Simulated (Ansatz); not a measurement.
# MoS2 (P6_3/mmc): one cell, many starting occupations (series 2), part 2 of 2

DFT+U has many self-consistent solutions. How far apart do the states of MoS2 (P6_3/mmc) lie when only the starting occupations change? Cell and atoms stay fixed.

Ansatz 0.2.0; DFT LDA+U (U_eff = 1 eV on Mo d), plane waves, PAW. Earlier steps stand in the parts before.

### Step 5. Random orbitals: fully mixed, one electron more

input.yaml

```yaml
crystal:
  lattice:
    - [3.16100152, 0.0, 0.0]
    - [-1.58050076, 2.73750762, 0.0]
    - [0.0, 0.0, 12.2949997]
  atoms:
    - { symbol: Mo, position: [0.3333333333, 0.6666666667, 0.25], spin: 3.0 }
    - { symbol: Mo, position: [0.6666666667, 0.3333333333, 0.75], spin: 3.0 }
    - { symbol: S, position: [0.3333333333, 0.6666666667, 0.6275] }
    - { symbol: S, position: [0.6666666667, 0.3333333333, 0.1275] }
    - { symbol: S, position: [0.3333333333, 0.6666666667, 0.8725] }
    - { symbol: S, position: [0.6666666667, 0.3333333333, 0.3725] }
basis:
  ecutwfc: 420
  ecutrho_ratio: 4
kpoints:
  mp_grid: { grid: [7, 7, 2] }
hamiltonian:
  xc: lda
  hubbard:
    sites:
      - { site: 0, l: d, u_eff: 1.0, starting_ns: [{ spin: up, occupation_matrix: s0up }, { spin: down, occupation_matrix: s0down }] }
      - { site: 1, l: d, u_eff: 1.0, starting_ns: [{ spin: up, occupation_matrix: s1up }, { spin: down, occupation_matrix: s1down }] }
    occupation_matrices:
      s0up:
        matrix:
          - [0.49893, -0.19308, 0.07628, -0.37195, 0.21016]
          - [-0.19308, 0.40046, 0.31564, -0.04572, -0.27872]
          - [0.07628, 0.31564, 0.79274, -0.00166, 0.17755]
          - [-0.37195, -0.04572, -0.00166, 0.65309, 0.24535]
          - [0.21016, -0.27872, 0.17755, 0.24535, 0.60478]
      s0down:
        matrix:
          - [0.02, 0.0, 0.0, 0.0, 0.0]
          - [0.0, 0.02, 0.0, 0.0, 0.0]
          - [0.0, 0.0, 0.02, 0.0, 0.0]
          - [0.0, 0.0, 0.0, 0.02, 0.0]
          - [0.0, 0.0, 0.0, 0.0, 0.02]
      s1up:
        matrix:
          - [0.64657, -0.39771, -0.09835, -0.16001, 0.09593]
          - [-0.39771, 0.45042, -0.22016, -0.13035, 0.00041]
          - [-0.09835, -0.22016, 0.61761, 0.16716, -0.35285]
          - [-0.16001, -0.13035, 0.16716, 0.74641, 0.30312]
          - [0.09593, 0.00041, -0.35285, 0.30312, 0.489]
      s1down:
        matrix:
          - [0.02, 0.0, 0.0, 0.0, 0.0]
          - [0.0, 0.02, 0.0, 0.0, 0.0]
          - [0.0, 0.0, 0.02, 0.0, 0.0]
          - [0.0, 0.0, 0.0, 0.02, 0.0]
          - [0.0, 0.0, 0.0, 0.0, 0.02]
    ns_hold: until_converged
scf:
  occupations: { method: gaussian, width: 0.05 }
  lower_state_search: "off"
  max_iter: 150
output:
  forces: true
  stress: true
  eigenvalues: true
  populations: true
  hubbard: { sites: [{ site: 0, l: d }, { site: 1, l: d }] }
magnetization:
  spin_polarized: true
```

The typed matrices are held until the SCF converges, then released.

Run with:

```sh
$ ansatz run input.yaml --threads 4 --pin off --max-ram 6144MiB --backend cpu --events-out ev --progress --plain --runs-dir out
```

Standard output, cut to the lines that bear on the results:

```text
Warning: crystal.symmetry: narrowed to the stabiliser of the occupation matrices — unitary ops 24 → 1; lowered by the specified shells (site 0, l: d), (site 1, l: d); largest admitted image defect 4.4e-16, smallest excluded 4.9e-1 — at a splitting's scale: the group the occupation [...]
Warning: RAYON_NUM_THREADS=4 ignored (pool sized by the plan → 4); use --threads N
Mo: projections on atomic orbitals take those of the free atom [Ar 3d10] 4s2 4p6 4d5 5s1, of charge +0.00 (hamiltonian.pseudopotentials.projection_atoms); the dataset's partial waves leave at most 6.0e-6 of an orbital's norm unspanned inside its sphere
S: projections on atomic orbitals take those of the free atom [Ne] 3s2 3p4, of charge +0.00 (hamiltonian.pseudopotentials.projection_atoms); the dataset's partial waves leave at most 1.6e-7 of an orbital's norm unspanned inside its sphere
[...]
Pseudopotentials: kind: paw
Pseudopotential: Mo, paw, valence charge 14, recommended cutoff 420 eV (normal), Mo.paw.azcp
Pseudopotential: S, paw, valence charge 6, recommended cutoff 420 eV (normal), S.paw.azcp
Functional definition: SPW92
[...]
Crystal: 6 atoms, lattice volume = 106.392 Å³
Basis set: ecut = 420 eV, 2057 PW (Γ)
Bands: 35, of which v1, the nominal top of the filled ones, is band 26 counted from 1 (25 counted from 0)
[...]
WARN: the starting moments were not kept: the SCF closed with an absolute magnetisation of 6.8e-6 μB, where they sum to 6 μB in size (2 sites). That is at most 0.1 of that sum. Measured as dr2_m measures the in/out step, that magnetisation stands 3.6e-12 eV from none, at or under the [...]
WARN: hamiltonian.hubbard: on 4 of 4 specified blocks the occupation matrix of this SCF's result fails the test of the specified filling. At site 0 ↑ (sites count from 0 in the list of atoms of the cell that this SCF solves) the least filled combination of the orbitals specified full has [...]
     2      S      6.0282     0.0000
     3      S      6.0283     0.0000
     4      S      6.0283    -0.0000
     5      S      6.0283     0.0000
  spilling = 0.008048 (of n_electrons = 52.000000)
--- Occupation matrices: 2 shells (run DFT+U table (all-electron-ortho-atomic); ε = 1.83e-3) ---
  Mo0 d_4D: site group D3h (-6m2)
  Mo0 d_4D up     Tr n = 2.6170  λ = 0.479 0.479 0.535 0.535 0.589  [2× xz 0.50 E''(1.00) | 2× x2-y2 0.50 E'(1.00) | z2 1.00 A1'(1.00)]
  Mo0 d_4D dn     Tr n = 2.6170  λ = 0.479 0.479 0.535 0.535 0.589  [2× xz 0.50 E''(1.00) | 2× x2-y2 0.50 E'(1.00) | z2 1.00 A1'(1.00)]
  specified occupation → Mo0 d_4D up: matrix, ‖Δ‖_F = 1.0606, Tr Δ = +0.3330, displaced = 1.1809, d_λ = 0.9727; orbital distance = 1.5581
  specified occupation → Mo0 d_4D dn: matrix, ‖Δ‖_F = 1.1293, Tr Δ = -2.5170, displaced = 1.2585, d_λ = 1.1293; orbital distance = 0.0000
  Mo1 d_4D: site group D3h (-6m2)
  Mo1 d_4D up     Tr n = 2.6170  λ = 0.479 0.479 0.535 0.535 0.589  [2× xz 0.50 E''(1.00) | 2× x2-y2 0.50 E'(1.00) | z2 1.00 A1'(1.00)]
  Mo1 d_4D dn     Tr n = 2.6170  λ = 0.479 0.479 0.535 0.535 0.589  [2× xz 0.50 E''(1.00) | 2× x2-y2 0.50 E'(1.00) | z2 1.00 A1'(1.00)]
  specified occupation → Mo1 d_4D up: matrix, ‖Δ‖_F = 1.0464, Tr Δ = +0.3330, displaced = 1.1667, d_λ = 0.9726; orbital distance = 1.4711
  specified occupation → Mo1 d_4D dn: matrix, ‖Δ‖_F = 1.1294, Tr Δ = -2.5170, displaced = 1.2585, d_λ = 1.1294; orbital distance = 0.0000
  Tr n, λ and their labels are of the run-group-symmetrised matrices; stabiliser: 48 of 48 elements of G0×{1,Θ} (closed), max defect 1.4e-5 at τ = 3.9e-4
```

It took 59 s on 4 threads of Arm Neoverse N1, shared host; peak memory 0.6 GiB.

End state: a gap on the mesh of 0.94 eV, pressure 1.0 GPa, no moment over 0.05 μB in any sphere, largest force component 0.74 eV/Å, 1 symmetry operation imposed. The program reports that the typed filling wasn't kept.

The shells' filling, with natural orbitals sorted by occupation:

```csv
shell,channel,electrons,over 0.8,0.2 to 0.8,under 0.2
Mo 4d (atom 1),up,2.62,0,5,0
Mo 4d (atom 1),down,2.62,0,5,0
```

### Step 6. Random orbitals: drawn by pairs, first filling

input.yaml, as its differences from that of step 5:

```diff
@@ -6,4 +6,4 @@
   atoms:
-    - { symbol: Mo, position: [0.3333333333, 0.6666666667, 0.25], spin: 3.0 }
-    - { symbol: Mo, position: [0.6666666667, 0.3333333333, 0.75], spin: 3.0 }
+    - { symbol: Mo, position: [0.3333333333, 0.6666666667, 0.25], spin: 2.0 }
+    - { symbol: Mo, position: [0.6666666667, 0.3333333333, 0.75], spin: 2.0 }
     - { symbol: S, position: [0.3333333333, 0.6666666667, 0.6275] }
@@ -26,7 +26,7 @@
         matrix:
-          - [0.49893, -0.19308, 0.07628, -0.37195, 0.21016]
-          - [-0.19308, 0.40046, 0.31564, -0.04572, -0.27872]
-          - [0.07628, 0.31564, 0.79274, -0.00166, 0.17755]
-          - [-0.37195, -0.04572, -0.00166, 0.65309, 0.24535]
-          - [0.21016, -0.27872, 0.17755, 0.24535, 0.60478]
+          - [0.02, 0.0, 0.0, 0.0, 0.0]
+          - [0.0, 0.02, 0.0, 0.0, 0.0]
+          - [0.0, 0.0, 0.97, 0.0, 0.0]
+          - [0.0, 0.0, 0.0, 0.97, 0.0]
+          - [0.0, 0.0, 0.0, 0.0, 0.02]
       s0down:
@@ -40,7 +40,7 @@
         matrix:
-          - [0.64657, -0.39771, -0.09835, -0.16001, 0.09593]
-          - [-0.39771, 0.45042, -0.22016, -0.13035, 0.00041]
-          - [-0.09835, -0.22016, 0.61761, 0.16716, -0.35285]
-          - [-0.16001, -0.13035, 0.16716, 0.74641, 0.30312]
-          - [0.09593, 0.00041, -0.35285, 0.30312, 0.489]
+          - [0.02, 0.0, 0.0, 0.0, 0.0]
+          - [0.0, 0.02, 0.0, 0.0, 0.0]
+          - [0.0, 0.0, 0.97, 0.0, 0.0]
+          - [0.0, 0.0, 0.0, 0.97, 0.0]
+          - [0.0, 0.0, 0.0, 0.0, 0.02]
       s1down:
```

The typed matrices put 0.97 on the chosen orbitals and 0.02 on the others, and are held until the SCF converges, then released.

Run with:

```sh
$ ansatz run input.yaml --threads 4 --pin off --max-ram 6144MiB --backend cpu --events-out ev --progress --plain --runs-dir out
```

Standard output, cut to the lines that bear on the results:

```text
Warning: crystal.symmetry: narrowed to the stabiliser of the occupation matrices — unitary ops 24 → 8; lowered by the specified shells (site 0, l: d), (site 1, l: d); largest admitted image defect 4.4e-16, smallest excluded 7.1e-1 — at a splitting's scale: the group the occupation [...]
Warning: RAYON_NUM_THREADS=4 ignored (pool sized by the plan → 4); use --threads N
Mo: projections on atomic orbitals take those of the free atom [Ar 3d10] 4s2 4p6 4d5 5s1, of charge +0.00 (hamiltonian.pseudopotentials.projection_atoms); the dataset's partial waves leave at most 6.0e-6 of an orbital's norm unspanned inside its sphere
S: projections on atomic orbitals take those of the free atom [Ne] 3s2 3p4, of charge +0.00 (hamiltonian.pseudopotentials.projection_atoms); the dataset's partial waves leave at most 1.6e-7 of an orbital's norm unspanned inside its sphere
[...]
[... 4 set-up lines as earlier in the session ...]
[...]
Crystal: 6 atoms, lattice volume = 106.392 Å³
Basis set: ecut = 420 eV, 2057 PW (Γ)
Bands: 34, of which v1, the nominal top of the filled ones, is band 26 counted from 1 (25 counted from 0)
[...]
WARN: the starting moments were not kept: the SCF closed with an absolute magnetisation of 3.6e-6 μB, where they sum to 4 μB in size (2 sites). That is at most 0.1 of that sum. Measured as dr2_m measures the in/out step, that magnetisation stands 1.0e-12 eV from none, at or under the [...]
WARN: hamiltonian.hubbard: on 4 of 4 specified blocks the occupation matrix of this SCF's result fails the test of the specified filling. At site 0 ↑ (sites count from 0 in the list of atoms of the cell that this SCF solves) the least filled combination of the orbitals specified full has [...]
     2      S      6.0283     0.0000
     3      S      6.0283     0.0000
     4      S      6.0283     0.0000
     5      S      6.0283     0.0000
  spilling = 0.008048 (of n_electrons = 52.000000)
--- Occupation matrices: 2 shells (run DFT+U table (all-electron-ortho-atomic); ε = 2.61e-4) ---
  Mo0 d_4D: site group D3h (-6m2)
  Mo0 d_4D up     Tr n = 2.6170  λ = 0.479 0.479 0.535 0.535 0.589  [2× xz 0.50 E''(1.00) | 2× x2-y2 0.50 E'(1.00) | z2 1.00 A1'(1.00)]
  Mo0 d_4D dn     Tr n = 2.6170  λ = 0.479 0.479 0.535 0.535 0.589  [2× xz 0.50 E''(1.00) | 2× x2-y2 0.50 E'(1.00) | z2 1.00 A1'(1.00)]
  specified occupation → Mo0 d_4D up: matrix, ‖Δ‖_F = 1.1088, Tr Δ = -0.6170, displaced = 1.2343, d_λ = 1.0108; orbital distance = 1.5811
  specified occupation → Mo0 d_4D dn: matrix, ‖Δ‖_F = 1.1294, Tr Δ = -2.5170, displaced = 1.2585, d_λ = 1.1294; orbital distance = 0.0000
  Mo1 d_4D: site group D3h (-6m2)
  Mo1 d_4D up     Tr n = 2.6170  λ = 0.479 0.479 0.535 0.535 0.589  [2× xz 0.50 E''(1.00) | 2× x2-y2 0.50 E'(1.00) | z2 1.00 A1'(1.00)]
  Mo1 d_4D dn     Tr n = 2.6170  λ = 0.479 0.479 0.535 0.535 0.589  [2× xz 0.50 E''(1.00) | 2× x2-y2 0.50 E'(1.00) | z2 1.00 A1'(1.00)]
  specified occupation → Mo1 d_4D up: matrix, ‖Δ‖_F = 1.1088, Tr Δ = -0.6170, displaced = 1.2343, d_λ = 1.0108; orbital distance = 1.5811
  specified occupation → Mo1 d_4D dn: matrix, ‖Δ‖_F = 1.1294, Tr Δ = -2.5170, displaced = 1.2585, d_λ = 1.1294; orbital distance = 0.0000
  Tr n, λ and their labels are of the run-group-symmetrised matrices; stabiliser: 48 of 48 elements of G0×{1,Θ} (closed), max defect 9.1e-7 at τ = 5.5e-5
```

It took 19 s on 4 threads of Arm Neoverse N1, shared host; peak memory 0.58 GiB.

It ends with a gap on the mesh of 0.94 eV, pressure 1.0 GPa, no moment over 0.05 μB in any sphere, largest force component 0.74 eV/Å, 8 symmetry operations imposed. The program reports that the typed filling wasn't kept.

The shells' filling, with natural orbitals sorted by occupation:

```csv
shell,channel,electrons,over 0.8,0.2 to 0.8,under 0.2
Mo 4d (atom 1),up,2.62,0,5,0
Mo 4d (atom 1),down,2.62,0,5,0
```

### Step 7. All runs side by side

What follows sums up all 2 parts.

Energies count from the lowest free state and have the smearing extrapolated to zero.

| start | energy (meV/atom) | gap (eV) | pressure (GPa) | largest moment (μB) | SCF cycles | time |
| --- | --- | --- | --- | --- | --- | --- |
| from atoms, symmetry kept, no search (earlier series) | 0.0 | 0.94 | 1.0 | 0.00 | 15 | 6.7 s |
| random orbitals: fully mixed, first filling | 0.0 | 0.94 | 1.0 | 0.00 | 16 | 19 s |
| random orbitals: drawn by pairs, first filling | 0.0 | 0.94 | 1.0 | 0.00 | 22 | 19 s |
| random orbitals: single harmonics, second filling | 0.0 | 0.94 | 1.0 | 0.00 | 23 | 19 s |
| random orbitals: single harmonics, first filling | 0.0 | 0.94 | 1.0 | 0.00 | 15 | 21 s |
| random orbitals: fully mixed, one electron more | 0.0 | 0.94 | 1.0 | 0.00 | 31 | 59 s |

The 6 free runs end within about 1 meV/atom of each other. The lowest state found need not be the ground state, and the geometry wasn't relaxed for any of them.
